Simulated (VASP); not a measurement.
Here is a VASP 6.6.1 calculation.

File INCAR:

```
SYSTEM = TePb
ALGO = Normal
EDIFF = 1E-7
EDIFFG = -0.005
ENCUT = 600
GGA = PS
IBRION = 2
ISIF = 3
ISMEAR = 0
LASPH = .True.
LCHARG = .False.
LREAL = .False.
LWAVE = .False.
NELM = 80
NSW = 90
PREC = Accurate
SIGMA = 0.03
```

File KPOINTS:

```
k-points
0
Gamma
  8 8 8
  0 0 0
```

The input POSCAR:

```
TePb                                    
1.0
    0.0000000000      3.2218515830      3.2218515830
    3.2218515830      0.0000000000      3.2218515830
    3.2218515830      3.2218515830     -0.0000000000
  Te              Pb            
     1     1
Direct
     0.5000000000000000    0.5000000000000000    0.5000000000000000
     0.0000000000000000    0.0000000000000000    0.0000000000000000
```

Potentials or basis: VASP PAW PBE potentials, release 64 (Te, Pb_d).

Launch:

```bash
$ cat potpaw_PBE.64/Te/POTCAR potpaw_PBE.64/Pb_d/POTCAR > POTCAR
$ mpirun -np 1 vasp_std > vasp.out
```

(1) Estimate the band gap on the k mesh.

## Answers

(1) 0.65 eV, direct.

Caveat: the relaxation stopped at its first step, so nothing moved; spin-orbit coupling is left out, which as a rule narrows the gap of such compounds by several tenths of an eV.
